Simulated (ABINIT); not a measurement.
Runs of ABINIT 10.8.3 (patched build) on GaP. It takes space group F-43m (No. 216, cubic). Conventional cell: a = 5.451 Å, b = 5.451 Å, c = 5.451 Å, α = 90.00°, β = 90.00°, γ = 90.00°. Ga (site symmetry -43m) is surrounded by 4 P at 2.36 Å. P (site symmetry -43m) has 4 Ga at 2.36 Å as nearest neighbours. 

| task | level | potentials or basis | spin | cell | k mesh | cutoff (eV) | cell freedom (optcell) | optimiser (ionmov) | cutoff smearing ecutsm (Ha) | force stop (Ha/bohr) | fine-grid cutoff | gap on the mesh (eV) | pressure (GPa) | V0 of scaled cells (Å³/atom) | relaxed volume (Å³/atom) | B0 (GPa) |
| --- | --- | --- | --- | --- | --- | --- | --- | --- | --- | --- | --- | --- | --- | --- | --- | --- |
| relaxation of cell and atoms | PBE | PseudoDojo NC FR PBE v0.4 standard | SOC, no magnetisation | relaxed | 6 × 6 × 6 | 1088 | 2 | 2 | 0.5 | 2e-05 | - | 1.53 | 0.0 | - | 20.90 | - |
| relaxation of cell and atoms | PBE | JTH PAW PBE v2.0 | off | relaxed | 8 × 8 × 8 | 544 | 2 | 22 | 0.5 | 0.0001 | 1088.46 eV | 1.57 | 0.0 | - | 20.89 | - |
| equation of state | PBE | JTH PAW PBE v2.0 | off | as given | 8 × 8 × 8 | 544 | - | - | - | - | 1088.46 eV | - | - | 20.89 | - | 77 |
| equation of state | PBE+D3 | JTH PAW PBE v2.0 | off | as given | 8 × 8 × 8 | 544 | - | - | - | - | 1088.46 eV | - | - | 20.49 | - | 80 |
| equation of state | PBE+D4 | JTH PAW PBE v2.0 | off | as given | 8 × 8 × 8 | 544 | - | - | - | - | 1088.46 eV | - | - | (b) | - | 86 |
| equation of state | PBE+D3(BJ) | JTH PAW PBE v2.0 | off | as given | 8 × 8 × 8 | 544 | - | - | - | - | 1088.46 eV | - | - | (a) | - | (c) |
| single point | PBE | PseudoDojo NC FR PBE v0.4 standard | SOC, no magnetisation | cell relaxed | 6 × 6 × 6 | 1088 | - | - | - | - | - | 1.53 | 0.0 | - | - | - |

Alike in all rows: smearing fermi-dirac 0.05 eV.

Q: Fill in the values left out.

A: (a) 20.21; (b) 20.07; (c) 84.

Caveats: pressures at fixed basis lie under the slope of the energies (some runs).

A k mesh can miss the band edges, and rows without SOC leave out spin-orbit coupling on Ga.
